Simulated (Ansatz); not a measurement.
Level of theory: DFT PBE, scalar-relativistic, plane waves, PAW (Ansatz 0.2.0). Settings: cutoff 420 eV, Γ-centred meshes spaced at most about 0.3 Å⁻¹, and about 0.25 Å⁻¹ or finer for metals (2π included), Gaussian smearing. No spin polarisation.

All energies are static (0 K, no zero-point motion).

Question: Order these relaxed structures of Mg₂Ga₂O₃ by energy, lowest first, with the energy over the lowest of them.
A.

```cif
data_structure
_symmetry_space_group_name_H-M 'P-3m1'
_symmetry_Int_Tables_number 164
_cell_length_a 3.1500
_cell_length_b 3.1500
_cell_length_c 10.0834
_cell_angle_alpha 90.000
_cell_angle_beta 90.000
_cell_angle_gamma 120.000
_cell_volume 86.65
loop_
_atom_site_label
_atom_site_type_symbol
_atom_site_symmetry_multiplicity
_atom_site_Wyckoff_symbol
_atom_site_fract_x
_atom_site_fract_y
_atom_site_fract_z
_atom_site_occupancy
Mg1 Mg 2 d 0.66667 0.33333 0.87903 1
Ga1 Ga 2 d 0.33333 0.66667 0.59329 1
O1 O 2 d 0.33333 0.66667 0.77299 1
O2 O 1 a 0.00000 0.00000 0.00000 1
```

B.

```cif
data_structure
_symmetry_space_group_name_H-M 'C2/m'
_symmetry_Int_Tables_number 12
_cell_length_a 10.4248
_cell_length_b 2.9512
_cell_length_c 7.4594
_cell_angle_alpha 90.000
_cell_angle_beta 110.894
_cell_angle_gamma 90.000
_cell_volume 214.40
loop_
_atom_site_label
_atom_site_type_symbol
_atom_site_symmetry_multiplicity
_atom_site_Wyckoff_symbol
_atom_site_fract_x
_atom_site_fract_y
_atom_site_fract_z
_atom_site_occupancy
Mg1 Mg 4 i 0.61633 0.00000 0.45523 1
Ga1 Ga 4 i 0.83919 0.00000 0.93198 1
O1 O 4 i 0.80413 0.00000 0.67597 1
O2 O 2 c 0.00000 0.00000 0.50000 1
```

C.

```cif
data_structure
_symmetry_space_group_name_H-M 'C2/m'
_symmetry_Int_Tables_number 12
_cell_length_a 16.2927
_cell_length_b 3.1227
_cell_length_c 10.3550
_cell_angle_alpha 90.000
_cell_angle_beta 91.191
_cell_angle_gamma 90.000
_cell_volume 526.72
loop_
_atom_site_label
_atom_site_type_symbol
_atom_site_symmetry_multiplicity
_atom_site_Wyckoff_symbol
_atom_site_fract_x
_atom_site_fract_y
_atom_site_fract_z
_atom_site_occupancy
Mg1 Mg 4 i 0.55462 0.00000 0.88750 1
Mg2 Mg 4 i 0.72165 0.50000 0.87649 1
Mg3 Mg 4 i 0.88556 0.00000 0.88211 1
Ga1 Ga 4 i 0.56371 0.50000 0.62270 1
Ga2 Ga 4 i 0.78625 0.00000 0.59122 1
Ga3 Ga 4 i 0.92588 0.50000 0.60645 1
O1 O 4 i 0.60940 0.50000 0.78258 1
O2 O 4 i 0.77387 0.00000 0.76645 1
O3 O 4 i 0.94120 0.50000 0.78350 1
O4 O 2 a 0.00000 0.00000 0.00000 1
O5 O 4 i 0.66859 0.00000 0.00181 1
```

Answer: C (0 meV/atom), A (19 meV/atom), B (84 meV/atom). Forms: C C2/m; A P-3m1; B C2/m. Counting O atoms around Ga and Mg (those within 1.25 times the shortest such distance or 1.15 times the sum of covalent radii): C has Mg 6, Ga 1; A has Mg 6, Ga 1; B has Mg 5, Ga 1. Origin: A and B, invented; C, invented, then shaken at random and relaxed again.

The k mesh leaves some 4 meV/atom of noise in the energy of each metallic cell. Cells relaxed within their symmetry can be saddle points. Some candidate types were left out of the draw beforehand, so a known form may be missing.
